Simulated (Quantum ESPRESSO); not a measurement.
## TiSe under changes of volume

One of the cells (17.058 Å³/atom); the others are scaled copies at fixed shape and fractional positions:

```
CELL_PARAMETERS angstrom
3.55900 0.00000 0.00000
-1.77950 3.08218 0.00000
0.00000 0.00000 6.22000
ATOMIC_POSITIONS crystal
Se 0.66667 0.33333 0.75000
Se 0.33333 0.66667 0.25000
Ti 0.00000 0.00000 0.50000
Ti 0.00000 0.00000 0.00000
```

```yaml
Program: Quantum ESPRESSO 7.5
Functional: PBEsol
Potentials_or_basis: GBRV 1.5 PBEsol
Cutoff: 612 eV
Density_cutoff: 4898 eV
k_mesh: 9 × 9 × 5
Occupations: fermi-dirac, width 0.05 eV
Spin: no spin polarisation
```

```tsv
volume (Å³/atom)	energy over the lowest point (meV/atom)	pressure (GPa)
16.034	21.35	7.9
16.375	8.03	4.7
16.716	1.14	1.9
17.058	0.00	-0.7
17.399	4.01	-2.9
17.740	?	?
18.081	25.40	-6.8
```

Question: What does the run at 17.740 Å³/atom give?

Answer: Energy over the lowest point 12.64 meV/atom; pressure -5.0 GPa.

Worked out: A Birch-Murnaghan fit of order 3 (a polynomial in V^(-2/3)) to the other rows has its minimum at 16.96 Å³/atom with B0 = V·E''(V) = 124 GPa and B' = 4.5 at fixed shape and positions, which overstates the stiffness. It gives 12.64 meV/atom at 17.740 Å³/atom, against the run's 12.64, and -dE/dV = -5.1 GPa, against -5.0.

Energies are extrapolated to zero smearing.
